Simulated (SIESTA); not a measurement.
A run of SIESTA 5.4.2 is set up as follows.

File run.py:

```python
from ase import Atoms
from ase.calculators.siesta import Siesta
from ase.units import Ry, GPa

atoms = Atoms(
    ['Al', 'Al', 'Al', 'Al', 'O', 'O', 'O', 'O', 'O', 'O'],
    cell=[
        [2.38025, 1.3742379782, 4.3318666667],
        [-2.38025, 1.3742379782, 4.3318666667],
        [0.0, -2.7484759565, 4.3318666667],
    ],
    scaled_positions=[
        [0.85216, 0.85216, 0.85216],
        [0.64784, 0.64784, 0.64784],
        [0.14784, 0.14784, 0.14784],
        [0.35216, 0.35216, 0.35216],
        [0.05668, 0.75, 0.44332],
        [0.75, 0.44332, 0.05668],
        [0.44332, 0.05668, 0.75],
        [0.94332, 0.25, 0.55668],
        [0.25, 0.55668, 0.94332],
        [0.55668, 0.94332, 0.25],
    ],
    pbc=True,
)

fdf = {
    'SCFMustConverge': False,
    'OccupationFunction': 'FD',
    'ElectronicTemperature': '0.05 eV',
    'MaxSCFIterations': '120',
    'SCF.Mixer.Method': 'Pulay',
    'SCF.Mixer.Weight': '0.25',
    'SCF.Mixer.History': '8',
    'SCF.DM.Tolerance': '5.0e-05',
    'SCF.H.Tolerance': '1.0e-03 eV',
    'WriteForces': 'true',
    'Charge.Mulliken': 'end',
    'BandLinesScale': 'ReciprocalLatticeVectors',
    'BandLines': ['  1    0.000000   0.000000   0.000000  \\Gamma', ' 11    0.500000   0.000000   0.000000  L', '  9    0.500000   0.233760  -0.233760  B1', '  1    0.766240   0.500000   0.233760  B', ' 10    0.500000   0.500000   0.500000  Z', ' 10    0.000000   0.000000   0.000000  \\Gamma', ' 14    0.366880   0.000000  -0.366880  X', '  1    0.633120   0.366880   0.000000  Q', '  5    0.500000   0.500000   0.000000  F', '  4    0.633120   0.633120   0.233760  P1', '  9    0.500000   0.500000   0.500000  Z', '  1    0.500000   0.000000   0.000000  L', '  7    0.766240   0.366880   0.366880  P'],
}
calc = Siesta(
    label="Al2O3",
    command="siesta < PREFIX.fdf > PREFIX.out",
    pseudo_path="pseudos",
    pseudo_qualifier="",
    xc=('GGA', 'PBE'),
    basis_set="SZP",
    mesh_cutoff=800 * Ry,
    energy_shift=0.05 * Ry,
    kpts=[7, 7, 7],
    spin="non-polarized",
    fdf_arguments=fdf,
)
atoms.calc = calc

print(f"energy = {atoms.get_potential_energy():.6f} eV")
free = atoms.get_potential_energy(force_consistent=True)
print(f"free energy = {free:.6f} eV")
print("forces (eV/A):")
print(atoms.get_forces(apply_constraint=False).round(6))
print("stress (GPa, Voigt order, tension positive):", (atoms.get_stress() / GPa).round(4))
```

Potentials or basis: PseudoDojo 0.4 standard (PBE files), SZP (energy shift 0.05 Ry).

Run with:

```console
$ python run.py
```

Problem. Predict the band gap along the path.

Solution. 6.49 eV, direct.

Problem. Predict the pressure.

Solution. 4.2 GPa.

Problem. Estimate the largest force.

Solution. 0.293 eV/Å.

Levels at the corners of the path, in eV from the valence-band top:
| point | band 21 | band 22 | band 23 | band 24 | band 25 | band 26 | band 27 | band 28 |
| --- | --- | --- | --- | --- | --- | --- | --- | --- |
| Γ | -0.48 | -0.02 | -0.02 | 0.00 | 6.49 | 10.02 | 11.05 | 12.09 |
| L | -0.86 | -0.86 | -0.24 | -0.24 | 9.75 | 9.75 | 10.10 | 10.10 |
| B1 | -0.85 | -0.85 | -0.47 | -0.47 | 10.05 | 10.05 | 10.49 | 10.49 |
| B | -0.85 | -0.85 | -0.47 | -0.47 | 10.05 | 10.05 | 10.49 | 10.49 |
| Z | -0.40 | -0.40 | -0.40 | -0.40 | 9.05 | 9.05 | 11.52 | 11.52 |
| Γ | -0.48 | -0.02 | -0.02 | 0.00 | 6.49 | 10.02 | 11.05 | 12.09 |
| X | -0.91 | -0.81 | -0.54 | -0.25 | 9.83 | 9.87 | 10.08 | 10.68 |
| Q | -0.91 | -0.81 | -0.54 | -0.25 | 9.83 | 9.87 | 10.08 | 10.68 |
| F | -0.99 | -0.93 | -0.73 | -0.22 | 9.84 | 10.13 | 10.23 | 10.99 |
| P1 | -1.00 | -0.85 | -0.75 | -0.43 | 10.17 | 10.25 | 10.61 | 10.65 |
| Z | -0.40 | -0.40 | -0.40 | -0.40 | 9.05 | 9.05 | 11.52 | 11.52 |
| L | -0.86 | -0.86 | -0.24 | -0.24 | 9.75 | 9.75 | 10.10 | 10.10 |
| P | -1.00 | -0.85 | -0.75 | -0.43 | 10.17 | 10.25 | 10.61 | 10.65 |

Caveat: the basis of atomic orbitals isn't converged, which shifts pressures, moduli and gaps.

**Measured values to compare with.**

From “Multi-petahertz electron interference in Cr:Al2O3 solid-state material”, 2018, pmc:5906618, for a bulk crystal of Al2O3: band gap 8.7 eV (optical).

Against the measured gap of Al2O3, 8.7 eV (optical; quoted in “Multi-petahertz electron interference in Cr:Al2O3 solid-state material”, 2018, pmc:5906618), the calculated 6.49 eV is off by -2.21 eV. The value is that of PBE in an atomic basis (PseudoDojo 0.4 standard (PBE files), SZP (energy shift 0.05 Ry)), whose error adds to the functional's,, without temperature or zero-point motion. Semilocal functionals fall short of measured gaps as a rule.
